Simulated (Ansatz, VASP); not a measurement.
**One calculation of Ba, two programs**

The input INCAR:

```
SYSTEM = Ba
PREC = Accurate
ENCUT = 520
EDIFF = 1E-6
ISMEAR = 0
SIGMA = 0.15
LREAL = .FALSE.
LASPH = .TRUE.
NELM = 60
ALGO = Fast
ISIF = 2
LWAVE = .FALSE.
LCHARG = .FALSE.
GGA = PE
NBANDS = 11
```

The input KPOINTS:

```
Automatic mesh
0
G
  14 14 14
  0 0 0
```

POSCAR

```
Ba
1.0
   -2.5625000000      2.5000000000      2.5000000000
    2.5625000000     -2.5000000000      2.5000000000
    2.5625000000      2.5000000000     -2.5000000000
Ba
1
Direct
    0.0000000000      0.0000000000      0.0000000000
```

Input for Ansatz:

```yaml
crystal:
  lattice:
    - [-2.5625, 2.5, 2.5]
    - [2.5625, -2.5, 2.5]
    - [2.5625, 2.5, -2.5]
  atoms:
    - { symbol: Ba, position: [0.0, 0.0, 0.0] }
basis:
  ecutwfc: 420
kpoints:
  mp_grid: { grid: [14, 14, 14] }
hamiltonian:
  xc: pbe
scf:
  occupations: { method: gaussian, width: 0.15 }
output:
  forces: true
  stress: true
  eigenvalues: true
```

Change from the starting cell: strain +0.0250 x Voigt [1, 0, 0, 0, 0, 0], atoms carried along.

Alike in both runs: task single point; functional PBE; k mesh 14 × 14 × 14; occupations gaussian, width 0.15 eV; no spin polarisation.

|  | VASP | Ansatz |
| --- | --- | --- |
| version | VASP 6.6.1 | Ansatz 0.2.0 |
| potentials or method | VASP PAW PBE potentials, release 64 (Ba_sv) | scalar-relativistic, plane waves, PAW |
| plane-wave cutoff (eV) | 520 | 420 |
| valence electrons in the cell | 10 | 10 |

```csv
,VASP,Ansatz,Ansatz less VASP
gap on the k mesh at the Fermi level (eV),none,none,-
pressure (GPa),-0.1,-0.1,-0.05
largest component of the traceless stress (GPa),0.07,0.07,-0.001
```

A gap of «none» marks a metal or a gap that the smearing closes.

Spin-orbit coupling is left out, which matters for the levels of Ba.
